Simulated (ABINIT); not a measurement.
# Pb (Fm-3m) in ABINIT: notebook

The runs below take Pb through equation of state, band structure, with LDA-PZ, PBE+D3(BJ), rPW86PBE, HLE16.

All numbers are computed with ABINIT 10.8.3 (patched build); they aren't measurements. Logs are shortened: lines on timing, memory, paths and dates and some standing lists are left out, and cuts for length are marked. The log counts tension as positive stress, the text compression.

### Step 1. Starting point

The structure is cubic, space group Fm-3m (No. 225). Conventional cell: a = 4.950 Å, b = 4.950 Å, c = 4.950 Å, α = 90.00°, β = 90.00°, γ = 90.00°. Pb (site symmetry m-3m) has 12 Pb at 3.50 Å as nearest neighbours.

### Step 2. Equation of state, LDA-PZ

run.abi

```
# Datasets: one volume each
ndtset 7
getwfk -1
scalecart1 3*0.9795861087
scalecart2 3*0.9864848297
scalecart3 3*0.9932883884
scalecart4 3*1.0000000000
scalecart5 3*1.0066227096
scalecart6 3*1.0131594038
scalecart7 3*1.0196128224

# Pseudopotentials
pp_dirpath "./"
pseudos "Pb.LDA_PW-JTH.xml"

# Structure
acell 3.5002068511 3.5002068511 3.5002068511 Angstrom
rprim
     0.0000000000     0.7071067812     0.7071067812
     0.7071067812     0.0000000000     0.7071067812
     0.7071067812     0.7071067812     0.0000000000
ntypat 1
znucl 82
natom 1
typat 1
xred
     0.0000000000     0.0000000000     0.0000000000

# Plane-wave basis
ecut 17.0
pawecutdg 34.0

# k points
kptopt 1
ngkpt 9 9 9
nshiftk 1
shiftk 0.0 0.0 0.0

# Exchange and correlation
ixc 2

# Bands and occupations
nband 11
occopt 3
tsmear 0.05 eV

# SCF cycle
nstep 100
tolvrs 1.0e-9

# Output
iomode 3
prtwf 1
prtden 0
prteig 0
prtebands 0
enunit 2
```

Potentials or basis: JTH PAW LDA v2.0.

Command:

```console
$ abinit run.abi > log 2>&1
```

run.abo:

```text
.Version 10.8.3 of ABINIT
 DATASET    1 : space group Fm -3 m (#225); Bravais cF (face-center cubic)
================================================================================
 Values of the parameters that define the memory need for DATASET  1.
     intxc =       0    ionmov =       0      iscf =      17    lmnmax =      18
     lnmax =       6     mgfft =      27  mpssoang =       3    mqgrid =    3001
     natom =       1  nloc_mem =       2    nspden =       1   nspinor =       1
    nsppol =       1      nsym =      48    n1xccc =       1    ntypat =       1
    occopt =       3   xclevel =       1
       mpw =         652          nfft =       19683          nkpt =          35
 PAW method is used; the additional fine FFT grid is defined by:
   mgfftf=        36    nfftf =     46656
================================================================================
================================================================================
[... 71 lines left out ...]
 DATASET    7 : space group Fm -3 m (#225); Bravais cF (face-center cubic)
================================================================================
 Values of the parameters that define the memory need for DATASET  7.
     intxc =       0    ionmov =       0      iscf =      17    lmnmax =      18
     lnmax =       6     mgfft =      27  mpssoang =       3    mqgrid =    3001
     natom =       1  nloc_mem =       2    nspden =       1   nspinor =       1
    nsppol =       1      nsym =      48    n1xccc =       1    ntypat =       1
    occopt =       3   xclevel =       1
       mpw =         745          nfft =       19683          nkpt =          35
 PAW method is used; the additional fine FFT grid is defined by:
   mgfftf=        36    nfftf =     46656
================================================================================
================================================================================

--------------------------------------------------------------------------------
------------- Echo of variables that govern the present computation ------------
--------------------------------------------------------------------------------
 -outvars: echo values of preprocessed input variables --------
            acell      6.6144323326E+00  6.6144323326E+00  6.6144323326E+00 Bohr
              amu      2.07200000E+02
             ecut      1.70000000E+01 Hartree
           enunit           2
           getwfk          -1
              ixc           2
           jdtset        1    2    3    4    5    6    7
         kptrlatt        9    0    0      0    9    0      0    0    9
          kptrlen1     5.83146543E+01
          kptrlen2     5.87253344E+01
          kptrlen3     5.91303495E+01
          kptrlen4     5.95298910E+01
          kptrlen5     5.99241402E+01
          kptrlen6     6.03132689E+01
          kptrlen7     6.06974402E+01
            natom           1
            nband          11
           ndtset           7
            ngfft          27      27      27
          ngfftdg          36      36      36
             nkpt          35
            nstep         100
             nsym          48
           ntypat           1
           occopt           3
        pawecutdg      3.40000000E+01 Hartree
           prtden           0
        prtebands           0
           prteig           0
            rprim1     0.0000000000E+00  6.9267198023E-01  6.9267198023E-01
                       6.9267198023E-01  0.0000000000E+00  6.9267198023E-01
                       6.9267198023E-01  6.9267198023E-01  0.0000000000E+00
            rprim2     0.0000000000E+00  6.9755011263E-01  6.9755011263E-01
                       6.9755011263E-01  0.0000000000E+00  6.9755011263E-01
                       6.9755011263E-01  6.9755011263E-01  0.0000000000E+00
            rprim3     0.0000000000E+00  7.0236095512E-01  7.0236095512E-01
                       7.0236095512E-01  0.0000000000E+00  7.0236095512E-01
                       7.0236095512E-01  7.0236095512E-01  0.0000000000E+00
            rprim4     0.0000000000E+00  7.0710678120E-01  7.0710678120E-01
                       7.0710678120E-01  0.0000000000E+00  7.0710678120E-01
                       7.0710678120E-01  7.0710678120E-01  0.0000000000E+00
            rprim5     0.0000000000E+00  7.1178974407E-01  7.1178974407E-01
                       7.1178974407E-01  0.0000000000E+00  7.1178974407E-01
                       7.1178974407E-01  7.1178974407E-01  0.0000000000E+00
            rprim6     0.0000000000E+00  7.1641188486E-01  7.1641188486E-01
                       7.1641188486E-01  0.0000000000E+00  7.1641188486E-01
                       7.1641188486E-01  7.1641188486E-01  0.0000000000E+00
            rprim7     0.0000000000E+00  7.2097514092E-01  7.2097514092E-01
                       7.2097514092E-01  0.0000000000E+00  7.2097514092E-01
                       7.2097514092E-01  7.2097514092E-01  0.0000000000E+00
          spgroup         225
           tolvrs      1.00000000E-09
           tsmear      1.83746611E-03 Hartree
            typat      1
           useylm           1
            znucl       82.00000

================================================================================

 chkinp: Checking input parameters for consistency, jdtset=   1.

 chkinp: Checking input parameters for consistency, jdtset=   2.

 chkinp: Checking input parameters for consistency, jdtset=   3.

 chkinp: Checking input parameters for consistency, jdtset=   4.
[... 31 lines left out ...]
 getcut: wavevector=  0.0000  0.0000  0.0000  ngfft=  27  27  27
         ecut(hartree)=     17.000   => boxcut(ratio)=   2.16516

 Fine grid specifications (used for densities):

 getcut: wavevector=  0.0000  0.0000  0.0000  ngfft=  36  36  36
         ecut(hartree)=     34.000   => boxcut(ratio)=   2.11672

--- Pseudopotential description ------------------------------------------------
- pspini: atom type   1  psp file is ./Pb.LDA_PW-JTH.xml
 Pseudopotential format is: paw10
 basis_size (lnmax)=  6 (lmn_size= 18), orbitals=   0   0   1   1   2   2
 Spheres core radius: rc_sph= 2.40264019
 Shapefunction is BESSEL type: shapef(r,l)=aa(1,l)*jl(q(1,l)*r)+aa(2,l)*jl(q(2,l)*r)
 Radius for shape functions =  2.00872932
 Compensation charge density is not taken into account in XC energy/potential

   3.08399934E+02                                ecore*ucvol(ha*bohr**3)
--------------------------------------------------------------------------------

[... 7 lines left out ...]

     iter   Etot(hartree)      deltaE(h)  residm     nres2
 ETOT  1  -60.763658908435    -6.076E+01 2.249E+00 1.076E+00
 ETOT  2  -61.394508292382    -6.308E-01 1.816E-01 5.894E-01
 ETOT  3  -61.394414680992     9.361E-05 6.782E-02 1.368E-01
 ETOT  4  -61.394276374751     1.383E-04 1.801E-02 3.096E-02
 ETOT  5  -61.394213678111     6.270E-05 9.136E-03 8.521E-04
 ETOT  6  -61.394214881611    -1.204E-06 7.352E-03 3.305E-04
 ETOT  7  -61.394214115783     7.658E-07 3.310E-03 1.195E-05
 ETOT  8  -61.394214160997    -4.521E-08 1.562E-03 4.348E-07
 ETOT  9  -61.394214168799    -7.802E-09 1.394E-03 2.876E-08
 ETOT 10  -61.394214169205    -4.058E-10 1.186E-03 1.610E-09
 ETOT 11  -61.394214169241    -3.622E-11 1.097E-03 3.213E-11
[... 1210 lines left out ...]
 Cartesian components of stress tensor (hartree/bohr^3)
  sigma(1 1)=  2.11291671E-04  sigma(3 2)=  0.00000000E+00
  sigma(2 2)=  2.11291671E-04  sigma(3 1)=  0.00000000E+00
  sigma(3 3)=  2.11291671E-04  sigma(2 1)=  0.00000000E+00

-Cartesian components of stress tensor (GPa)         [Pressure= -6.2164E+00 GPa]
- sigma(1 1)=  6.21641559E+00  sigma(3 2)=  0.00000000E+00
- sigma(2 2)=  6.21641559E+00  sigma(3 1)=  0.00000000E+00
- sigma(3 3)=  6.21641559E+00  sigma(2 1)=  0.00000000E+00

== END DATASET(S) ==============================================================
================================================================================

 -outvars: echo values of variables after computation  --------
            acell      6.6144323326E+00  6.6144323326E+00  6.6144323326E+00 Bohr
           etotal1    -6.1394214169E+01
           etotal2    -6.1394320193E+01
           etotal3    -6.1394197436E+01
           etotal4    -6.1393973878E+01
           etotal5    -6.1393629738E+01
           etotal6    -6.1393153414E+01
           etotal7    -6.1392610388E+01
            fcart1    -0.0000000000E+00 -0.0000000000E+00 -0.0000000000E+00
            fcart2    -0.0000000000E+00 -0.0000000000E+00 -0.0000000000E+00
            fcart3    -0.0000000000E+00 -0.0000000000E+00 -0.0000000000E+00
            fcart4    -0.0000000000E+00 -0.0000000000E+00 -0.0000000000E+00
            fcart5    -0.0000000000E+00 -0.0000000000E+00 -0.0000000000E+00
            fcart6    -0.0000000000E+00 -0.0000000000E+00 -0.0000000000E+00
            fcart7    -0.0000000000E+00 -0.0000000000E+00 -0.0000000000E+00
            rprim1     0.0000000000E+00  6.9267198023E-01  6.9267198023E-01
                       6.9267198023E-01  0.0000000000E+00  6.9267198023E-01
                       6.9267198023E-01  6.9267198023E-01  0.0000000000E+00
            rprim2     0.0000000000E+00  6.9755011263E-01  6.9755011263E-01
                       6.9755011263E-01  0.0000000000E+00  6.9755011263E-01
                       6.9755011263E-01  6.9755011263E-01  0.0000000000E+00
            rprim3     0.0000000000E+00  7.0236095512E-01  7.0236095512E-01
                       7.0236095512E-01  0.0000000000E+00  7.0236095512E-01
[... 9 lines left out ...]
                       7.1641188486E-01  7.1641188486E-01  0.0000000000E+00
            rprim7     0.0000000000E+00  7.2097514092E-01  7.2097514092E-01
                       7.2097514092E-01  0.0000000000E+00  7.2097514092E-01
                       7.2097514092E-01  7.2097514092E-01  0.0000000000E+00
           strten1     3.9861785492E-05  3.9861785492E-05  3.9861785492E-05
                       0.0000000000E+00  0.0000000000E+00  0.0000000000E+00
           strten2     7.8677886385E-05  7.8677886385E-05  7.8677886385E-05
                       0.0000000000E+00  0.0000000000E+00  0.0000000000E+00
           strten3     1.1299904172E-04  1.1299904172E-04  1.1299904172E-04
                       0.0000000000E+00  0.0000000000E+00  0.0000000000E+00
           strten4     1.4257300559E-04  1.4257300559E-04  1.4257300559E-04
                       0.0000000000E+00  0.0000000000E+00  0.0000000000E+00
           strten5     1.6827592002E-04  1.6827592002E-04  1.6827592002E-04
                       0.0000000000E+00  0.0000000000E+00  0.0000000000E+00
           strten6     1.9102876912E-04  1.9102876912E-04  1.9102876912E-04
                       0.0000000000E+00  0.0000000000E+00  0.0000000000E+00
           strten7     2.1129167127E-04  2.1129167127E-04  2.1129167127E-04
                       0.0000000000E+00  0.0000000000E+00  0.0000000000E+00
 Calculation completed.
```

Run time: 51 s. Hardware: 1 thread of Arm Neoverse V1, shared host; peak memory 0.11 GiB.

Results:

```yaml
Equilibrium_volume: 29.08 Å³/atom
Bulk_modulus: 60 GPa
Pressure_derivative_of_the_bulk_modulus: "7.1 (rough: it moves with the points fitted)"
```

Energy against volume, from the lowest point:
```tsv
volume (Å³/atom)	energy (meV/atom)
28.503	2.89
29.110	0.00
29.716	3.34
30.323	9.42
30.929	18.79
31.535	31.75
32.142	46.53
```

Caveat: the cutoff is too short for stress, so the log's stress isn't used; pressures at fixed basis lie under the slope of the energies. The run has no spin-orbit coupling, so splittings on Pb are missing.

### Step 3. Equation of state, PBE+D3(BJ)

Edit run.abi of step 2 so:

```diff
@@ -13,10 +13,10 @@
 pp_dirpath "./"
-pseudos "Pb.LDA_PW-JTH.xml"
+pseudos "Pb.GGA_PBE-JTH.xml"
 
 # Structure
-acell 3.5002068511 3.5002068511 3.5002068511 Angstrom
+acell 3*1.0 Angstrom
 rprim
-     0.0000000000     0.7071067812     0.7071067812
-     0.7071067812     0.0000000000     0.7071067812
-     0.7071067812     0.7071067812     0.0000000000
+     0.0000000000     2.4750200000     2.4750200000
+     2.4750200000     0.0000000000     2.4750200000
+     2.4750200000     2.4750200000     0.0000000000
 ntypat 1
@@ -39,3 +39,4 @@
 # Exchange and correlation
-ixc 2
+ixc 11
+vdw_xc 7
 
@@ -44,3 +45,3 @@
 occopt 3
-tsmear 0.05 eV
+tsmear 0.00183747
```

Potentials or basis: JTH PAW PBE v2.0.

Command:

```console
$ abinit run.abi > log 2>&1
```

It took 56 s on 1 thread of Arm Neoverse V1, shared host; peak memory 0.13 GiB.

It converged, with:

```
Equilibrium volume : 30.36 Å³/atom (rough: see the caveat)
Bulk modulus       : 48 GPa (rough)
```

Energy against volume, from the lowest point:
```tsv
volume (Å³/atom)	energy (meV/atom)
28.503	20.29
29.110	8.13
29.716	2.51
30.323	0.00
30.929	1.11
31.535	6.11
32.142	13.17
```

Caveat: the cutoff is too short for stress, so the log's stress isn't used; pressures at fixed basis lie under the slope of the energies; the fit is doubtful: noisy points or a state that changes with volume.

### Step 4. Band structure, rPW86PBE

run.abi

```
# Datasets: ground state, then fixed potential
ndtset 2

# Pseudopotentials
pp_dirpath "./"
pseudos "Pb.GGA_PBE-JTH.xml"

# Structure
acell 6.6144323282 6.6144323282 6.6144323282
rprim
     0.0000000000     0.7071067812     0.7071067812
     0.7071067812     0.0000000000     0.7071067812
     0.7071067812     0.7071067812     0.0000000000
ntypat 1
znucl 82
natom 1
typat 1
xred
     0.0000000000     0.0000000000     0.0000000000

# Plane-wave basis
ecut 17.0
pawecutdg 34.0

# Exchange and correlation
ixc -144130

# Bands and occupations
occopt 3
tsmear 0.05 eV

# SCF cycle
nstep 100

# Output
iomode 3
prtwf 0
prteig 0
prtebands 0
prtden1 1

# Dataset 1
kptopt1 1
ngkpt1 9 9 9
nshiftk1 1
shiftk1 0.0 0.0 0.0
nband1 11
tolvrs1 1.0e-9

# Dataset 2: bands along G-X-W-K-G-L-U-W-L-K
iscf2 -2
getden2 1
nband2 15
nbdbuf2 2
tolwfr2 1.0e-12
kptopt2 -9
ndivsm2 5
prteig2 1
kptbounds2
     0.0000000000     0.0000000000     0.0000000000
     0.5000000000     0.0000000000     0.5000000000
     0.5000000000     0.2500000000     0.7500000000
     0.3750000000     0.3750000000     0.7500000000
     0.0000000000     0.0000000000     0.0000000000
     0.5000000000     0.5000000000     0.5000000000
     0.6250000000     0.2500000000     0.6250000000
     0.5000000000     0.2500000000     0.7500000000
     0.5000000000     0.5000000000     0.5000000000
     0.3750000000     0.3750000000     0.7500000000
```

Command:

```console
$ abinit run.abi > log 2>&1
```

It took 36 s on 1 thread of Arm Neoverse V1, shared host; peak memory 0.12 GiB.

Results (log left out):

```yaml
Free_energy: -1663.4834 eV
Band_gap_on_the_k_mesh: none (metal or under the smearing width)
Valence_electrons_inside_the_program's_atomic_spheres: Pb 11.41 (radii [1.2714] Å)
```

Levels at the corners of the path, in eV from the Fermi level:
| point | band 4 | band 5 | band 6 | band 7 | band 8 | band 9 | band 10 | band 11 |
| --- | --- | --- | --- | --- | --- | --- | --- | --- |
| Γ | -16.75 | -16.75 | -11.64 | 7.41 | 7.41 | 7.41 | 10.05 | 11.68 |
| X | -16.58 | -16.58 | -6.66 | -3.13 | 2.14 | 2.14 | 5.73 | 6.97 |
| W | -16.71 | -16.59 | -6.57 | -1.22 | -1.22 | 0.46 | 11.04 | 12.42 |
| K | -16.69 | -16.63 | -6.75 | -2.13 | -1.05 | 3.06 | 6.80 | 11.59 |
| Γ | -16.75 | -16.75 | -11.64 | 7.41 | 7.41 | 7.41 | 10.05 | 11.68 |
| L | -16.62 | -16.62 | -8.05 | -4.04 | 5.60 | 5.60 | 9.56 | 9.74 |
| U | -16.69 | -16.63 | -6.75 | -2.13 | -1.05 | 3.06 | 6.80 | 11.59 |
| W | -16.71 | -16.59 | -6.57 | -1.22 | -1.22 | 0.46 | 11.04 | 12.42 |
| L | -16.62 | -16.62 | -8.05 | -4.04 | 5.60 | 5.60 | 9.56 | 9.74 |
| K | -16.69 | -16.63 | -6.75 | -2.13 | -1.05 | 3.06 | 6.80 | 11.59 |

Caveat: the cutoff is too short for stress, so the log's stress isn't used; the PAW data sets were made with another functional, which shifts forces and pressure a little; spin-orbit coupling is left out, which moves the levels of the heavy elements.

### Step 5. Band structure, HLE16

Edit run.abi of step 4 so:

```diff
@@ -5,10 +5,10 @@
 pp_dirpath "./"
-pseudos "Pb.GGA_PBE-JTH.xml"
+pseudos "Pb.GGA_PBE-JTH_sp.xml"
 
 # Structure
-acell 6.6144323282 6.6144323282 6.6144323282
+acell 3*1.0
 rprim
-     0.0000000000     0.7071067812     0.7071067812
-     0.7071067812     0.0000000000     0.7071067812
-     0.7071067812     0.7071067812     0.0000000000
+     0.0000000000     4.6771099530     4.6771099530
+     4.6771099530     0.0000000000     4.6771099530
+     4.6771099530     4.6771099530     0.0000000000
 ntypat 1
@@ -21,7 +21,7 @@
 # Plane-wave basis
-ecut 17.0
-pawecutdg 34.0
+ecut 15.0
+pawecutdg 30.0
 
 # Exchange and correlation
-ixc -144130
+ixc -545
 
@@ -39,3 +39,7 @@
 prtebands 0
+enunit 2
 prtden1 1
+prtvha1 1
+prtvclmb1 1
+prtpot1 1
 
@@ -46,3 +50,3 @@
 shiftk1 0.0 0.0 0.0
-nband1 11
+nband1 6
 tolvrs1 1.0e-9
@@ -52,3 +56,3 @@
 getden2 1
-nband2 15
+nband2 10
 nbdbuf2 2
@@ -56,4 +60,5 @@
 kptopt2 -9
-ndivsm2 5
+ndivsm2 8
 prteig2 1
+prtvol2 -3
 kptbounds2
```

Potentials or basis: JTH PAW PBE v2.0 sp.

Command:

```console
$ abinit run.abi > log 2>&1
```

Wall time 20 s (1 thread of Arm Neoverse V1, shared host); peak memory 0.12 GiB.

It converged, with:

| Property | Result |
| --- | --- |
| Free energy | -110.0492 eV |
| Pressure | -10.3 GPa |
| Band gap on the k mesh | none (metal or under the smearing width) |
| Valence electrons inside the program's atomic spheres | Pb 2.84 (radii [1.5418] Å) |

Levels at the corners of the path, in eV from the Fermi level:
| point | band 1 | band 2 | band 3 | band 4 | band 5 | band 6 |
| --- | --- | --- | --- | --- | --- | --- |
| Γ | -11.70 | 2.54 | 2.54 | 2.54 | 2.84 | 2.84 |
| X | -7.49 | -2.62 | 1.90 | 2.02 | 2.47 | 2.47 |
| W | -7.39 | -0.96 | -0.96 | 0.33 | 2.88 | 3.07 |
| K | -7.55 | -1.76 | -0.85 | 2.13 | 2.51 | 3.02 |
| Γ | -11.70 | 2.54 | 2.54 | 2.54 | 2.84 | 2.84 |
| L | -8.68 | -3.47 | 2.51 | 2.51 | 2.55 | 3.04 |
| U | -7.55 | -1.76 | -0.85 | 2.13 | 2.51 | 3.02 |
| W | -7.39 | -0.96 | -0.96 | 0.33 | 2.88 | 3.07 |
| L | -8.68 | -3.47 | 2.51 | 2.51 | 2.55 | 3.04 |
| K | -7.55 | -1.76 | -0.85 | 2.13 | 2.51 | 3.02 |

Caveat: the potentials were made for a functional far from this one; the potentials were made for another functional, which shifts forces and pressure; spin-orbit coupling is left out, which moves the levels of the heavy elements; this set keeps more shells in the core, which shifts pressures and gaps.

### Step 6. Overview

| task | level | potentials or basis | cutoff (eV) | fine-grid cutoff | gap on the mesh (eV) |
| --- | --- | --- | --- | --- | --- |
| equation of state | LDA-PZ | JTH PAW LDA v2.0 | 463 | 925.187 eV | - |
| equation of state | PBE+D3(BJ) | JTH PAW PBE v2.0 | 463 | 925.187 eV | - |
| band structure | rPW86PBE | JTH PAW PBE v2.0 | 463 | 925.187 eV | none |
| band structure | HLE16 | JTH PAW PBE v2.0 sp | 408 | 816.342 eV | none |

Alike in all rows: no spin polarisation; cell as given; k mesh 9 × 9 × 9; smearing fermi-dirac 0.05 eV.

Caveats: pressures at fixed basis lie under the slope of the energies (some runs); spin-orbit coupling is left out, which moves the levels of the heavy elements (some runs); the fit is doubtful: noisy points or a state that changes with volume (some runs); the PAW data sets were made with another functional, which shifts forces and pressure a little (some runs); the potentials were made for a functional far from this one (some runs); the potentials were made for another functional, which shifts forces and pressure (some runs); this set keeps more shells in the core, which shifts pressures and gaps (some runs).

Absolute energies hang on the potentials; compare differences alone.

### Step 7. How close it comes

Step 2. The cell as given is a measured one (30.32 Å³/atom); LDA-PZ puts the equilibrium volume -4.1 % from it, thermal expansion not counted.
